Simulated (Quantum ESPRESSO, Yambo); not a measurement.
# PbSe (Clausthalite): changed settings of a GW run in Yambo

A base run on PbSe (Clausthalite), then changed inputs.

Program: Yambo 5.3.0. Level of theory: PBE and many-body steps on it, plane waves. Results are calculated unless marked as measured.

This is a report of a sequence of runs, with most program output left out.

### 1. Starting point

Symmetry: Fm-3m, No. 225, cubic system. The conventional cell has a = 6.121 Å, b = 6.121 Å, c = 6.121 Å, α = 90.00°, β = 90.00°, γ = 90.00°. Nearest to Pb lie 6 Se at 3.06 Å. Nearest to Se lie 6 Pb at 3.06 Å. Farther neighbours and most contacts between anions are not listed.

Coordinates:

```xyz
2
Lattice="0.0000 3.0607 3.0607 3.0606 0.0000 3.0606 3.0606 3.0607 0.0000" Properties=species:S:1:pos:R:3 pbc="T T T"
Pb    0.0000    0.0000    0.0000
Se    3.0606    3.0606    3.0606
```

The cell and positions come from the Crystallography Open Database and are kept as given unless a step says otherwise. Spin-orbit coupling is left out unless a step names it.

### 2. Base

This step: Yambo 5.3.0; G0W0 on PBE, plane waves, norm-conserving pseudopotentials.

G0W0 replaces the xc potential by the self-energy, built once from these orbitals. Only a window of levels is corrected, while the sums run over the empty bands that the input names.

gw2.in

```
HF_and_locXC
gw0
dyson
ppa
em1d
rim_cut
RandQpts= 1000000
RandGvec= 1 RL
EXXRLvcs= 78 Ry
VXCRLvcs= 312 Ry
Chimod= "HARTREE"
% BndsRnXp
 1 | 165 |
%
NGsBlkXp= 10.5 Ry
% LongDrXp
 1 | 1 | 1 |
%
% GbndRnge
 1 | 165 |
%
DysSolver= "n"
ExtendOut
PPAPntXp= 27.21138 eV
% QPkrange
 3 | 3 | 14 | 17 |
 1 | 1 | 14 | 17 |
%
```

Started as:

```bash
$ OMP_NUM_THREADS=1 mpirun -n 4 yambo -F gw2.in -J gw2 -C gw2 > gw2.log
```

Elapsed: 2.1 min, on 4 MPI ranks of Arm Neoverse V1, shared host; peak memory 1.7 GiB.

Numbers from this step:

```
G0W0 gap on the points computed              : 0.7300 eV
starting gap on the mesh                     : 0.2974 eV
k of the valence top                         : 0, 0, -0.5
k of the conduction bottom                   : 0, 0, -0.5
least direct G0W0 gap on the computed points : 0.7300 eV
Z at the valence top                         : 0.7943
Z at the conduction bottom                   : 0.8087
```

The gap on the mesh goes from 0.30 eV to 0.73 eV, a correction of +0.43 eV.

### 3. Field direction

gw7.in, as its differences from gw2.in of step 2:

```diff
@@ -16,3 +16,3 @@
 % LongDrXp
- 1 | 1 | 1 |
+ 1 | 0 | 0 |
 %
```

Started as:

```bash
$ OMP_NUM_THREADS=1 mpirun -n 4 yambo -F gw7.in -J gw7 -C gw7 > gw7.log
```

Run time: 2.1 min. Hardware: 4 MPI ranks; peak memory 1.7 GiB.

This step gave:

```
G0W0 gap on the points computed              : 0.7300 eV
starting gap on the mesh                     : 0.2974 eV
k of the valence top                         : 0, 0, -0.5
k of the conduction bottom                   : 0, 0, -0.5
least direct G0W0 gap on the computed points : 0.7300 eV
Z at the valence top                         : 0.7943
Z at the conduction bottom                   : 0.8087
```

Against G0W0 in Yambo (4×4×4 mesh, 165 bands, screening to 142.9 eV, Godby-Needs plasmon pole), the gap moves by +0.000 eV.

### 4. Cutoff typed in the wrong unit

gw8.in, as its differences from gw7.in of step 3:

```diff
@@ -14,5 +14,5 @@
 %
-NGsBlkXp= 10.5 Ry
+NGsBlkXp= 10.5 mRy
 % LongDrXp
- 1 | 0 | 0 |
+ 1 | 1 | 1 |
 %
```

Started as:

```bash
$ OMP_NUM_THREADS=1 mpirun -n 4 yambo -F gw8.in -J gw8 -C gw8 > gw8.log
```

Elapsed: 65 s, on 4 MPI ranks; peak memory 1.7 GiB.

The run ended normally, though the input holds a fault or crude settings.

The fault put into this input: cutoff typed in the wrong unit. It printed a gap of 0.49 eV, an artefact of the input.

### 5. The runs together

Times are wall times on 4 MPI ranks of Arm Neoverse V1, shared host, good to a factor of about two.

| run | mesh | bands | screening cutoff (eV) | DFT gap (eV) | gap on the mesh (eV) | direct (eV) | time |
| --- | --- | --- | --- | --- | --- | --- | --- |
| base | 4×4×4 | 165 | 142.9 | 0.297 | 0.730 | 0.730 | 2.1 min |
| field direction | 4×4×4 | 165 | 142.9 | 0.297 | 0.730 | 0.730 | 2.1 min |

### 6. Outcome

```
base            : 0.730 eV
field direction : 0.730 eV
known limits    : not at the basis limit; model gap, bands may invert with spin-orbit coupling; exchange with frozen shells missing; no spin-orbit coupling; coarse k mesh
```

Field direction: no change against base (keys changed: LongDrXp). Bands and cutoff are finite, so the gap is not at the basis limit. The miss can reach some tenths of an eV and take either sign; the mesh is an error of its own. In the G0W0 runs levels were corrected at 2 k points alone, so a gap called «on the mesh» is the least over those, and an edge elsewhere would be missed. The 4×4×4 mesh is coarse for this cell, which bears on the long-range parts of exchange and screening. Where an edge is built on 6p states of lead, bismuth or thallium, scalar-relativistic gaps usually stand too wide, by a few tenths to over one eV. With atoms this heavy and so narrow a gap, spin-orbit coupling can invert the bands. These scalar-relativistic gaps are then model values, not to be set against experiment, and a spin-orbit change taken from DFT can't simply be added. The norm-conserving file of at least one element keeps a d shell over frozen s and p shells of the same row. Exchange with those shells is missing from the self-energy, an error of 0.3 to 0.9 eV in cases checked, whose sign depends on which edge lies on those atoms.

[Paths, hosts, dates, memory and timing lines, banners, echoed tables and standing remarks are left out of the program output.]

[Logs are printed without paths, hosts, clocks, repeated set-up lines and the standing remarks that a program may print on its own settings, such as how far it seeks lower states.]

[Runs of the session that timed out or met a known fault of the program may be left out.]

[Hosts, paths, dates, database ids (printed as entryN), source tags and the programs' standing remarks are cut or masked in the printed files.]
